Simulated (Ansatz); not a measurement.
Set up this calculation in Ansatz 0.2.0, as the native input.

```
Task                : density of states
Functional          : PBEsol
Potentials or basis : all-electron LAPW, scalar-relativistic
Cutoff              : 343 eV (chosen from the basis error)
Basis error allowed : 0.002 eV/atom
k mesh              : 9 × 9 × 9
Occupations         : fermi-dirac, width 0.05 eV
Spin                : no spin polarisation
Hubbard terms       : Hf d U = 4 eV
```

HfO2:

```
Hf O
1.0
     0.00000    2.55750    2.55750
     2.55750    0.00000    2.55750
     2.55750    2.55750    0.00000
Hf O
1 2
Direct
  0.00000 0.00000 0.00000
  0.75000 0.75000 0.75000
  0.25000 0.25000 0.25000
```

Measurements of this composition are mostly on another form, of space group No. 14.

The input as run:

input.yaml

```yaml
crystal:
  lattice:
    - [0.0, 2.5575, 2.5575]
    - [2.5575, 0.0, 2.5575]
    - [2.5575, 2.5575, 0.0]
  atoms:
    - { symbol: Hf, position: [0.0, 0.0, 0.0] }
    - { symbol: O, position: [0.75, 0.75, 0.75] }
    - { symbol: O, position: [0.25, 0.25, 0.25] }
kpoints:
  mp_grid: { grid: [9, 9, 9] }
scf:
  occupations: { method: fermi_dirac, width: 0.05 }
hamiltonian:
  xc: pbesol
  pseudopotentials: { kind: all_electron, lapw: { basis_error: 0.002 } }
  hubbard:
    sites: [{ species: Hf, l: d, u_eff: 4 }]
    double_counting: fll
    projectors: ortho-atomic
output:
  forces: true
  stress: true
  eigenvalues: true
  dos: { projected: false, de: 0.2, e_range: [-14, 6] }
  hubbard: {}
```

Potentials or basis: all-electron LAPW, scalar-relativistic.

Run with:

```bash
$ ansatz run input.yaml --threads 2 --pin off --max-ram 8192MiB --backend cpu --events-out ev --progress --plain --runs-dir out
```

It gave:

The pressure is -4.3 GPa and the band gap on the k mesh is 4.39 eV, indirect (least direct gap 4.51 eV).

Caveat: U is the effective U less J, on atomic orbitals that reach past the spheres; spin-orbit coupling is left out, which moves the levels of the heavy elements; an odd mesh through Γ misses points on the zone boundary, where band edges often lie.

Wall time 11 s on 2 threads of Arm Neoverse V1, on a shared host, peak memory 0.38 GiB.
